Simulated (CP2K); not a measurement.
## Ca in CP2K: the effect of functional

Crystal: Ca.

```
Ca
1.0
     3.95160    0.00000    0.00000
     1.97580    3.42218    0.00000
     1.97580    1.14073    3.22646
Ca
1
Direct
  0.00000 0.00000 0.00000
```

Alike in all runs:

| Quantity | Value |
| --- | --- |
| Program | CP2K 2026.2 |
| Task | band structure |
| Potentials or basis | POTENTIAL_UZH Ca GTH-PBE-q10; TZVP-MOLOPT-PBE-GTH basis |
| Density cutoff | 9184 eV |
| k mesh | 8 × 8 × 8 |
| Occupations | fermi-dirac, width 0.05 eV |
| Spin | no spin polarisation |

```tsv
functional	pressure (GPa)
LDA	-1.9
PBEsol	-1.0
revPBE	0.2
RPBE	0.3
BEEF-vdW	-0.2
HLE17	?
```

Task: What does the run with functional HLE17 give?

Result: Pressure -3.2 GPa.

Caveats: the potentials were made for another functional, which shifts forces and pressure; the basis of atomic orbitals isn't converged, which shifts pressures, moduli and gaps; the potentials were made for a functional far from this one (some runs).

Runs at the PBE level aren't shown here.
